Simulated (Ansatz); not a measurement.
**Structure search for Cu (sheets)**

The calculation used Ansatz, DFT PBE, scalar-relativistic, plane waves, PAW. Settings: cutoff 420 eV, Γ-centred meshes spaced at most about 0.3 Å⁻¹, and about 0.25 Å⁻¹ or finer for metals (2π included), Gaussian smearing. No spin polarisation.

Energies count from the standard state of Cu at the same level.

These are static total energies at zero pressure. Larger cells and other orderings weren't all tried, so the list isn't exhaustive.

Invented guesses were relaxed alike, and ends that match in structure were merged. ΔE counts from the first row. Coordination counts all near atoms (those within 1.25 times the shortest distance at each site). All are two-dimensional sheets, periodic along a and b, with vacuum along c.

```tsv
#	reached from	layer group	atoms	Å²/atom	coordination	ΔE (meV/atom)	gap on mesh (eV)
1	random sheet	p6/mmm (No. 80)	2	2.6	Cu 7	0	0.00
2	random sheet	p6/mmm (No. 80)	1	5.1	Cu 6	159	0.00
3	random sheet	p4/mmm (No. 61)	1	5.5	Cu 4	481	0.00
4	random sheet	p6/mmm (No. 80)	2	6.8	Cu 3	870	0.00
```

The lowest: Layer group p6/mmm (No. 80), a = 2.454 Å, b = 2.454 Å, γ = 120.0°, thickness 2.48 Å between the outermost nuclei. Cu at height 2.48 Å has 7 Cu at 2.45–2.48 Å. Its energy over the standard state is +0.56 eV/atom. It lies above the standard state, so it could only be metastable.

```cif
data_structure
_symmetry_space_group_name_H-M 'P 1'
_symmetry_Int_Tables_number 1
_cell_length_a 2.4542
_cell_length_b 2.4542
_cell_length_c 29.1154
_cell_angle_alpha 90.000
_cell_angle_beta 90.000
_cell_angle_gamma 120.000
_cell_volume 151.87
loop_
_atom_site_label
_atom_site_type_symbol
_atom_site_fract_x
_atom_site_fract_y
_atom_site_fract_z
_atom_site_occupancy
Cu1 Cu 0.00000 0.00000 0.33459 1
Cu2 Cu 0.00000 0.00000 0.24929 1
```

The second: Layer group p6/mmm (No. 80), a = 2.429 Å, b = 2.429 Å, γ = 120.0°, thickness 0.00 Å between the outermost nuclei. Cu at height 0.00 Å has 6 Cu at 2.43 Å. Counting all near atoms, the first has Cu 7 and the second has Cu 6. Cells relaxed within their symmetry can be saddle points. Some types were kept out of the candidates beforehand, so the set may lack a known form.

Energy rises in every row as coordination falls, from the two-layer sheet through the hexagonal and square monolayers to the honeycomb. This is expected for copper, whose delocalised 4s electrons, with some d hybridisation, favour many neighbours over a few directed bonds. The step from square to honeycomb costs more than that from hexagonal to square, although fewer neighbours are lost, so the energy isn't simply proportional to the number of bonds. The bonds shorten from 2.45–2.48 Å in the bilayer to 2.43 Å in the hexagonal monolayer, as bond-order arguments predict when fewer neighbours share the bonding electrons.

The lowest sheet stacks its layers atom over atom, whereas close-packed copper places atoms over hollows. A hollow-stacked bilayer would have more interlayer contacts and should lie lower, so its absence probably reflects the search rather than a real preference. The bilayer's lead over the monolayers is largely an effect of thickness. Among the one-atom-thick sheets found, the hexagonal one is favoured.
